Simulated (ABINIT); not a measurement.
# SnO2 (R-3m) in ABINIT: settings compared

The runs below take SnO2 through band structure, with LDA, PBEsol, r2SCAN.

Program: ABINIT 10.8.3 (patched build). These are calculated values, not measurements. Logs are shortened: lines on timing, memory, paths and dates and some standing lists are left out, and cuts for length are marked. The log counts tension as positive stress, the text compression.

## Step 1: The crystal as given

The structure is trigonal, space group R-3m (No. 166). Conventional cell: a = 3.234 Å, b = 3.234 Å, c = 14.402 Å, α = 90.00°, β = 90.00°, γ = 120.00°. Around Sn (site symmetry -3m) lie 6 O at 2.13 Å. Around O (site symmetry 3m) lie 3 Sn at 2.13 Å.

Measurements of this composition are mostly on another form, of space group No. 136.

## Step 2: Band structure, LDA

Input file run.abi:

```
# Datasets: ground state, then fixed potential
ndtset 2

# Pseudopotentials
pp_dirpath "./"
pseudos "Sn.LDA_PW-JTH.xml, O.LDA_PW-JTH.xml"

# Structure
acell 3*1.0 Angstrom
rprim
     1.6170930752     0.9336291223     4.8005925840
    -1.6170930752     0.9336291223     4.8005925840
     0.0000000000    -1.8672582446     4.8005925840
ntypat 2
znucl 50 8
natom 3
typat 1 2 2
xred
     0.5000000000     0.5000000000     0.5000000000
     0.7628300000     0.7628300000     0.7628300000
     0.2371700000     0.2371700000     0.2371700000

# Plane-wave basis
ecut 625.861884 eV
pawecutdg 45.0

# Exchange and correlation
ixc 7

# Bands and occupations
occopt 3
tsmear 0.05 eV

# SCF cycle
nstep 100

# Output
iomode 3
prtwf 0
prteig 0
prtebands 0
enunit 1
prtden1 1

# Dataset 1
kptopt1 1
ngkpt1 10 10 10
nshiftk1 1
shiftk1 0.0 0.0 0.0
nband1 17
tolvrs1 1.0e-9

# Dataset 2: bands along G-L-B1
iscf2 -2
getden2 1
nband2 23
nbdbuf2 4
tolwfr2 1.0e-11
kptopt2 -2
ndivsm2 6
prteig2 1
kptbounds2
     0.0000000000     0.0000000000     0.0000000000
     0.5000000000     0.0000000000     0.0000000000
     0.5000000000     0.1918821804    -0.1918821804
```

Potentials or basis: JTH PAW LDA v2.0.

The run is started by

```
abinit run.abi > log 2>&1
```

run.abo:

```text
.Version 10.8.3 of ABINIT
 DATASET    1 : space group R-3 m (#166); Bravais hR (rhombohedral)
================================================================================
 Values of the parameters that define the memory need for DATASET  1.
     intxc =       0    ionmov =       0      iscf =      17    lmnmax =      18
     lnmax =       6     mgfft =      45  mpssoang =       3    mqgrid =    3001
     natom =       3  nloc_mem =       2    nspden =       1   nspinor =       1
    nsppol =       1      nsym =      12    n1xccc =       1    ntypat =       2
    occopt =       3   xclevel =       1
       mpw =        1577          nfft =       91125          nkpt =         116
 PAW method is used; the additional fine FFT grid is defined by:
   mgfftf=        60    nfftf =    216000
================================================================================
================================================================================

 DATASET    2 : space group R-3 m (#166); Bravais hR (rhombohedral)
================================================================================
 Values of the parameters that define the memory need for DATASET  2.
     intxc =       0    ionmov =       0      iscf =      -2    lmnmax =      18
     lnmax =       6     mgfft =      45  mpssoang =       3    mqgrid =    3001
     natom =       3  nloc_mem =       2    nspden =       1   nspinor =       1
    nsppol =       1      nsym =      12    n1xccc =       1    ntypat =       2
    occopt =       3   xclevel =       1
       mpw =        1558          nfft =       91125          nkpt =          16
 PAW method is used; the additional fine FFT grid is defined by:
   mgfftf=        60    nfftf =    216000
================================================================================
================================================================================

--------------------------------------------------------------------------------
------------- Echo of variables that govern the present computation ------------
--------------------------------------------------------------------------------
 -outvars: echo values of preprocessed input variables --------
            acell      1.8897261259E+00  1.8897261259E+00  1.8897261259E+00 Bohr
              amu      1.18710000E+02  1.59994000E+01
             ecut      2.30000000E+01 Hartree
           enunit           1
           getden1          0
           getden2          1
             iscf1         17
             iscf2         -2
                       outvar_i_n : Printing only first  50 k-points.
              ixc           7
           jdtset        1    2
                       outvar_i_n : Printing only first  50 k-points.
           kptopt1          1
           kptopt2         -2
         kptrlatt       10    0    0      0   10    0      0    0   10
          kptrlen1     6.11172606E+01
          kptrlen2     3.00000000E+01
            natom           3
            nband1         17
            nband2         23
           nbdbuf1          0
           nbdbuf2          4
           ndtset           2
           ndivsm1          0
           ndivsm2          6
            ngfft          45      45      45
          ngfftdg          60      60      60
             nkpt1        116
             nkpt2         16
            nstep         100
             nsym          12
           ntypat           2
                       prtocc : prtvol=0, do not print more k-points.
           occopt           3
        pawecutdg      4.50000000E+01 Hartree
        prtebands           0
           prteig1          0
           prteig2          1
            prtwf           0
            rprim      1.6170930752E+00  9.3362912230E-01  4.8005925840E+00
                      -1.6170930752E+00  9.3362912230E-01  4.8005925840E+00
                       0.0000000000E+00 -1.8672582446E+00  4.8005925840E+00
           shiftk1     0.00000000E+00  0.00000000E+00  0.00000000E+00
           shiftk2     5.00000000E-01  5.00000000E-01  5.00000000E-01
          spgroup         166
           tolvrs1     1.00000000E-09
           tolvrs2     0.00000000E+00
           tolwfr1     0.00000000E+00
           tolwfr2     1.00000000E-11
           tsmear      1.83746611E-03 Hartree
[... 271 lines left out ...]
 Non-SCF case, kpt    2 (  0.05556  0.00000  0.00000), residuals and eigenvalues=
  3.54E-12  6.50E-12  2.69E-12  1.67E-12  7.15E-12  2.30E-12  5.83E-12  9.86E-12
  3.85E-12  7.95E-12  9.69E-12  1.81E-12  7.98E-12  4.01E-12  9.75E-12  4.24E-12
[... 103 lines left out ...]
  2.77E-12  3.90E-12  3.92E-12  5.69E-12  3.42E-12  5.58E-12  5.16E-12  8.89E-12
  9.73E-13  6.14E-12  9.39E-12  1.39E-10  2.10E-08  1.37E-07  6.50E-04
 -6.5523E-01 -6.5364E-01 -6.3416E-01 -6.3374E-01 -6.3284E-01 -4.8376E-01
 -4.7979E-01 -1.5853E-01 -5.2784E-02 -4.8997E-02 -1.7530E-02  7.0149E-02
  7.3309E-02  2.9716E-01  4.2760E-01  4.4839E-01  4.4884E-01  5.1301E-01
  5.6575E-01  6.3284E-01  7.0300E-01  7.5482E-01  8.3622E-01
 Non-SCF case, kpt   16 (  0.50000  0.19188 -0.19188), residuals and eigenvalues=
  3.68E-12  9.88E-12  5.00E-12  4.86E-12  6.05E-12  1.73E-12  8.10E-12  5.65E-12
  4.83E-12  1.89E-12  6.14E-12  4.78E-12  8.04E-12  3.33E-12  3.45E-12  5.05E-12
  6.23E-12  5.10E-12  4.84E-12  7.91E-11  1.45E-09  4.34E-09  1.57E-05
 -6.5702E-01 -6.5159E-01 -6.3464E-01 -6.3376E-01 -6.3232E-01 -4.8959E-01
 -4.7496E-01 -1.5859E-01 -5.9413E-02 -4.5707E-02 -1.1204E-02  7.2533E-02
  7.2814E-02  2.9558E-01  4.1816E-01  4.3598E-01  4.6738E-01  5.0318E-01
  5.7163E-01  6.5940E-01  7.0550E-01  7.2050E-01  8.2491E-01

--- !ResultsGS
iteration_state: {dtset: 2, }
comment   : Summary of ground state results
lattice_vectors:
- [  3.0558630,   1.7643033,   9.0718052, ]
- [ -3.0558630,   1.7643033,   9.0718052, ]
- [  0.0000000,  -3.5286067,   9.0718052, ]
lattice_lengths: [   9.73390,    9.73390,    9.73390, ]
lattice_angles: [ 36.594,  36.594,  36.594, ] # degrees, (23, 13, 12)
lattice_volume:   2.9346216E+02
convergence: {deltae:  0.000E+00, res2:  0.000E+00, residm:  9.972E-12, diffor:  0.000E+00, }
etotal    :  -1.02172146E+02
entropy   :   0.00000000E+00
fermie    :   1.19855106E-01
cartesian_stress_tensor: null
pressure_GPa: null
xred      :
- [  5.0000E-01,   5.0000E-01,   5.0000E-01, Sn]
- [  7.6283E-01,   7.6283E-01,   7.6283E-01,  O]
- [  2.3717E-01,   2.3717E-01,   2.3717E-01,  O]
cartesian_forces: null
force_length_stats: {min: null, max: null, mean: null, }
...

 Integrated electronic density in atomic spheres:
 ------------------------------------------------
 Atom  Sphere_radius  Integrated_density
    1        2.51086         12.06674197
    2        1.41465          4.50559688
    3        1.41465          4.50559688

================================================================================

 ----iterations are completed or convergence reached----

 Mean square residual over all n,k,spin=   52.333E-13; max=  99.722E-13
 reduced coordinates (array xred) for    3 atoms
       0.500000000000      0.500000000000      0.500000000000
       0.762830000000      0.762830000000      0.762830000000
       0.237170000000      0.237170000000      0.237170000000

 cartesian coordinates (angstrom) at end:
    1      0.00000000000000    -0.00000000000000     7.20088887600000
    2     -0.00000000000000    -0.00000000000000    10.98610812255816
    3      0.00000000000000    -0.00000000000000     3.41566962944184
 length scales=  1.889726125908  1.889726125908  1.889726125908 bohr
              =  1.000000000000  1.000000000000  1.000000000000 angstroms
 Eigenvalues (   eV  ) for nkpt=  16  k points:
 kpt#   1, nband= 23, wtk=  1.00000, kpt=  0.0000  0.0000  0.0000 (reduced coord)
 -17.61197  -17.41672  -17.41672  -17.22546  -17.22546  -15.46783  -13.58368   -1.64158
   0.96437    0.96437    1.39029    1.39029    2.13305    4.01637    7.75959   13.00626
  13.00626   13.56645   19.14981   19.14981   19.32283   20.05318   24.08699
 kpt#   2, nband= 23, wtk=  1.00000, kpt=  0.0556  0.0000  0.0000 (reduced coord)
 -17.59983  -17.43885  -17.40980  -17.23345  -17.22592  -15.44541  -13.53726   -1.67663
   0.74646    0.87314    1.30942    1.43484    2.16164    4.23298    7.88876   12.58149
  13.07453   13.83788   18.12536   19.16825   20.25064   20.44396   23.83010
 kpt#   3, nband= 23, wtk=  1.00000, kpt=  0.1111  0.0000  0.0000 (reduced coord)
 -17.57620  -17.49456  -17.39044  -17.25103  -17.22660  -15.37638  -13.40844   -1.80145
   0.30509    0.66478    1.06326    1.51068    2.20127    4.76363    8.24012   11.92595
  13.26626   14.10260   17.13891   19.23046   20.69782   21.56767   23.29851
 kpt#   4, nband= 23, wtk=  1.00000, kpt=  0.1667  0.0000  0.0000 (reduced coord)
 -17.63799  -17.48540  -17.36323  -17.26926  -17.22493  -15.25781  -13.22373   -2.05899
  -0.14568    0.40441    0.76248    1.57323    2.20605    5.42191    8.72147   11.33178
  13.54496   14.23212   16.29775   19.35606   20.53255   22.19707   23.49345
 kpt#   5, nband= 23, wtk=  1.00000, kpt=  0.2222  0.0000  0.0000 (reduced coord)
[... 33 lines left out ...]
  -1.60644   -1.19039    0.02433    1.74943    1.91574    7.84782   10.91249   11.92273
  13.11320   14.71280   15.07133   16.13420   19.33370   22.44971   23.33281
 kpt#  14, nband= 23, wtk=  1.00000, kpt=  0.5000  0.1279 -0.1279 (reduced coord)
 -17.93023  -17.66824  -17.29318  -17.21593  -17.21108  -13.44310  -12.84134   -4.25162
  -1.44531   -1.31580   -0.34091    1.82721    1.97395    8.01807   11.56910   11.80984
  12.63407   14.34604   15.24047   16.59997   19.09116   21.73752   22.82413
 kpt#  15, nband= 23, wtk=  1.00000, kpt=  0.5000  0.1599 -0.1599 (reduced coord)
 -17.82976  -17.78655  -17.25638  -17.24486  -17.22047  -13.16365  -13.05578   -4.31380
  -1.43632   -1.33326   -0.47701    1.90884    1.99484    8.08615   11.63561   12.20133
  12.21356   13.95963   15.39478   17.22032   19.12966   20.53982   22.75463
 kpt#  16, nband= 23, wtk=  1.00000, kpt=  0.5000  0.1919 -0.1919 (reduced coord)
 -17.87831  -17.73073  -17.26956  -17.24535  -17.20644  -13.32246  -12.92437   -4.31552
  -1.61671   -1.24376   -0.30488    1.97373    1.98136    8.04316   11.37877   11.86360
  12.71797   13.69236   15.55493   17.94322   19.19775   19.60574   22.44690

== END DATASET(S) ==============================================================
================================================================================

 -outvars: echo values of variables after computation  --------
            acell      1.8897261259E+00  1.8897261259E+00  1.8897261259E+00 Bohr
           etotal1    -1.0217214631E+02
            fcart1     1.5137881575E-18  1.1564823173E-18  5.7824115866E-19
                       7.2980663348E-19  1.4401598449E-18  1.4097494676E-02
                      -2.2435947910E-18 -2.5966421622E-18 -1.4097494676E-02
            rprim      1.6170930752E+00  9.3362912230E-01  4.8005925840E+00
                      -1.6170930752E+00  9.3362912230E-01  4.8005925840E+00
                       0.0000000000E+00 -1.8672582446E+00  4.8005925840E+00
           strten1     3.5871474922E-04  3.5871474858E-04  2.6972277363E-04
                       0.0000000000E+00  0.0000000000E+00  0.0000000000E+00
           xangst      2.7734246398E-17 -1.3847289847E-17  7.2008888760E+00
                      -2.9264580480E-16 -3.3510088449E-18  1.0986108123E+01
                       9.4785868410E-18 -3.5726360785E-18  3.4156696294E+00
             xred      5.0000000000E-01  5.0000000000E-01  5.0000000000E-01
                       7.6283000000E-01  7.6283000000E-01  7.6283000000E-01
                       2.3717000000E-01  2.3717000000E-01  2.3717000000E-01
 Calculation completed.
```

It took 4.4 min on 1 thread of Intel Xeon Platinum 8488C (Sapphire Rapids), shared host; peak memory 0.21 GiB.

What came out:

```
Free energy                                           : -2780.2457 eV
Pressure                                              : -9.7 GPa
Largest force                                         : 0.725 eV/Å
Band gap on the k mesh                                : 1.75 eV, indirect (least direct gap 1.88 eV)
Band gap along the path                               : 1.81 eV, indirect (least direct gap 1.88 eV)
Valence electrons inside the program's atomic spheres : Sn 12.07; O 4.51
```

Forces in eV/Å, atoms in the order of the input:
```
Sn   0.000  0.000  0.000
O    0.000  0.000  0.725
O    0.000  0.000 -0.725
```

Stress tensor (GPa, compression positive):
```
-10.55   0.00   0.00
  0.00 -10.55   0.00
  0.00   0.00  -7.94
```

Levels at the corners of the path, in eV from the valence-band top:
| point | band 10 | band 11 | band 12 | band 13 | band 14 | band 15 | band 16 | band 17 |
| --- | --- | --- | --- | --- | --- | --- | --- | --- |
| Γ | -1.24 | -0.82 | -0.82 | -0.07 | 1.81 | 5.55 | 10.80 | 10.80 |
| L | -2.93 | -1.43 | -0.53 | -0.51 | 5.17 | 7.56 | 9.84 | 12.14 |
| B1 | -3.45 | -2.51 | -0.23 | -0.22 | 5.84 | 9.17 | 9.66 | 10.51 |

Caveat: spin-orbit coupling is left out, which moves the levels of the heavy elements.

## Step 3: Band structure, PBEsol

run.abi, as its differences from that of step 2:

```diff
@@ -5,3 +5,3 @@
 pp_dirpath "./"
-pseudos "Sn.LDA_PW-JTH.xml, O.LDA_PW-JTH.xml"
+pseudos "Sn.GGA_PBE-JTH.xml, O.GGA_PBE-JTH.xml"
 
@@ -25,5 +25,6 @@
 pawecutdg 45.0
+pawxcdev 0
 
 # Exchange and correlation
-ixc 7
+ixc -116133
```

Potentials or basis: JTH PAW PBE v2.0.

The run is started by

```
abinit run.abi > log 2>&1
```

It took 4.9 min on 1 thread of Intel Xeon Platinum 8488C (Sapphire Rapids), shared host; peak memory 0.24 GiB.

It converged, with:

| Quantity | Value |
| --- | --- |
| Free energy | -2773.3652 eV |
| Pressure | -5.7 GPa |
| Largest force | 0.445 eV/Å |
| Band gap on the k mesh | 1.85 eV, indirect (least direct gap 1.98 eV) |
| Band gap along the path | 1.91 eV, indirect (least direct gap 1.98 eV) |
| Valence electrons inside the program's atomic spheres | Sn 12.05; O 4.51 |

Forces in eV/Å, atoms in the order of the input:
```
Sn   0.000  0.000  0.000
O    0.000  0.000  0.445
O    0.000  0.000 -0.445
```

Stress tensor (GPa, compression positive):
```
-6.32  0.00  0.00
 0.00 -6.32  0.00
 0.00  0.00 -4.31
```

Levels at the corners of the path, in eV from the valence-band top:
| point | band 9 | band 10 | band 11 | band 12 | band 13 | band 14 | band 15 | band 16 | band 17 | band 18 |
| --- | --- | --- | --- | --- | --- | --- | --- | --- | --- | --- |
| Γ | -1.23 | -1.23 | -0.82 | -0.82 | -0.07 | 1.91 | 5.63 | 10.93 | 10.93 | 11.61 |
| L | -4.12 | -2.91 | -1.43 | -0.52 | -0.50 | 5.29 | 7.64 | 9.99 | 12.19 | 12.60 |
| B1 | -3.82 | -3.46 | -2.49 | -0.23 | -0.22 | 5.97 | 9.31 | 9.73 | 10.61 | 11.71 |

Caveat: the PAW data sets were made with another functional, which shifts forces and pressure a little; spin-orbit coupling is left out, which moves the levels of the heavy elements.

## Step 4: Band structure, r2SCAN

run.abi, as its differences from that of step 3:

```diff
@@ -23,8 +23,9 @@
 # Plane-wave basis
-ecut 625.861884 eV
-pawecutdg 45.0
-pawxcdev 0
+ecut 761.918815 eV
+pawecutdg 50.0
 
 # Exchange and correlation
-ixc -116133
+ixc -497498
+usekden 1
+pawxcdev 0
 
@@ -44,2 +45,3 @@
 prtden1 1
+prtkden1 1
 
@@ -47,3 +49,3 @@
 kptopt1 1
-ngkpt1 10 10 10
+ngkpt1 8 8 8
 nshiftk1 1
@@ -51,3 +53,3 @@
 nband1 17
-tolvrs1 1.0e-9
+tolvrs1 1.0e-7
 
@@ -56,2 +58,3 @@
 getden2 1
+getkden2 1
 nband2 23
```

The run is started by

```
abinit run.abi > log 2>&1
```

Run time: 11 min. Hardware: 1 thread of Intel Xeon Platinum 8488C (Sapphire Rapids), shared host; peak memory 0.3 GiB.

Results (log left out):

* Free energy: -2227.6520 eV
* Pressure: -8.0 GPa
* Largest force: 0.665 eV/Å
* Band gap on the k mesh: 2.43 eV, indirect (least direct gap 2.54 eV)
* Band gap along the path: 2.48 eV, indirect (least direct gap 2.54 eV)
* Valence electrons inside the program's atomic spheres: Sn 11.98; O 4.55

Forces in eV/Å, atoms in the order of the input:
```
Sn   0.000  0.000  0.000
O    0.000  0.000  0.665
O    0.000  0.000 -0.665
```

Stress tensor (GPa, compression positive):
```
-8.45  0.00  0.00
 0.00 -8.45  0.00
 0.00  0.00 -7.09
```

Levels at the corners of the path, in eV from the valence-band top:
```csv
point,band 11,band 12,band 13,band 14,band 15,band 16
Γ,-0.79,-0.79,-0.06,2.48,6.47,12.00
L,-1.41,-0.50,-0.49,6.04,8.53,10.94
B1,-2.43,-0.22,-0.21,6.74,10.26,10.73
```

Caveat: totals of a meta-GGA on PAW files have another zero than those of a GGA; the PAW data sets were made with another functional, which shifts forces and pressure a little; spin-orbit coupling is left out, which moves the levels of the heavy elements. r2SCAN opens gaps a little over a GGA but as a rule still falls short of measured ones.

## Step 5: The runs side by side

| level | potentials or basis | k mesh | cutoff (eV) | fine-grid cutoff | gap on the mesh (eV) | pressure (GPa) | largest force (eV/Å) |
| --- | --- | --- | --- | --- | --- | --- | --- |
| LDA | JTH PAW LDA v2.0 | 10 × 10 × 10 | 626 | 1224.51 eV | 1.75 | -9.7 | 0.72 |
| PBEsol | JTH PAW PBE v2.0 | 10 × 10 × 10 | 626 | 1224.51 eV | 1.85 | -5.7 | 0.44 |
| r2SCAN | JTH PAW PBE v2.0 | 8 × 8 × 8 | 762 | 1360.57 eV | 2.43 | -8.0 | 0.67 |

Alike in all rows: task band structure; no spin polarisation; cell as given; smearing fermi-dirac 0.05 eV.

Caveats: spin-orbit coupling is left out, which moves the levels of the heavy elements; the PAW data sets were made with another functional, which shifts forces and pressure a little (some runs); totals of a meta-GGA on PAW files have another zero than those of a GGA (some runs).

Absolute energies hang on the potentials; compare differences alone.
